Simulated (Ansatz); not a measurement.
Here is an Ansatz 0.2.0 calculation.

The input input.yaml:

```yaml
crystal:
  lattice:
    - [1.5054695445, 0.8691832468, 2.4399269062]
    - [-1.5054695445, 0.8691832468, 2.4399269062]
    - [0.0, -1.7383664936, 2.4399269062]
  atoms:
    - { symbol: Co, position: [0.0, 0.0, 0.0], spin: 1.71 }
    - { symbol: O, position: [0.5, 0.5, 0.5] }
hamiltonian:
  xc: pbe
  pseudopotentials: { kind: paw }
magnetization:
  spin_polarized: true
kpoints:
  mp_grid: { grid: [11, 11, 11] }
scf:
  occupations: { method: fermi_dirac, width: 0.05 }
output:
  forces: true
  stress: true
  eigenvalues: true
```

Potentials or basis: Ansatz PAW.

Launch:

```bash
$ ansatz run input.yaml --threads 2 --pin off --max-ram 5632MiB --backend cpu --events-out ev --progress --plain --runs-dir out
```

(1) What does it give for the band gap on the k mesh?

(2) Predict the absolute moment.

(3) Estimate the pressure.

(4) What does it give for the site moments?

## Answers

(1) none (metal or under the smearing width).

(2) 2.92 μB per cell.

(3) 0.0 GPa.

(4) Co +2.47; O +0.31 μB.

Caveat: the pressure holds a Pulay correction of +0.7 GPa for the finite cutoff; a cell with one magnetic atom can't hold antiferromagnetic order, which such compounds often take; semilocal functionals often make such compounds metallic where correlation or magnetic order opens a gap, which also shifts bond lengths.
